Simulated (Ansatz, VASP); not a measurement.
## TlBr: VASP beside Ansatz

```xyz
2
Lattice="3.9700 0.0000 0.0000 0.0000 3.9700 0.0000 0.0000 0.0000 3.9700" Properties=species:S:1:pos:R:3 pbc="T T T"
Tl    0.0000    0.0000    0.0000
Br    1.9850    1.9850    1.9850
```

Alike in both runs: task relaxation of cell and atoms; functional PBE; dispersion D3(BJ); k mesh 8 × 8 × 8; occupations gaussian, width 0.02 eV; no spin polarisation.

|  | VASP | Ansatz |
| --- | --- | --- |
| version | VASP 6.6.1 | Ansatz 0.2.0 |
| potentials or method | VASP PAW PBE potentials, release 64 (Tl_d, Br) | scalar-relativistic, plane waves, PAW |
| plane-wave cutoff (eV) | 600 | 420 |
| valence electrons in the cell | 20 | 20 |

VASP gave:

| Property | Result |
| --- | --- |
| gap on the k mesh at the Fermi level, each at its own relaxed structure (eV) | 1.86 |
| relaxed volume (Å³/atom) | 31.49 |
| relaxed cell length with the largest relative difference (Å) | 3.979 |

Q: What did Ansatz give for the same quantities?

A: gap on the k mesh at the Fermi level, each at its own relaxed structure (eV): 1.85; relaxed volume (Å³/atom): 31.50; relaxed cell length with the largest relative difference (Å): 3.979.

Ansatz warned: «relaxed_geometry_near_dispersion_switch».

Caveats: spin-orbit coupling is left out, which as a rule narrows the gap of such compounds by several tenths of an eV. A k mesh can miss the band edges. Zero-point motion and thermal expansion aren't in these numbers.
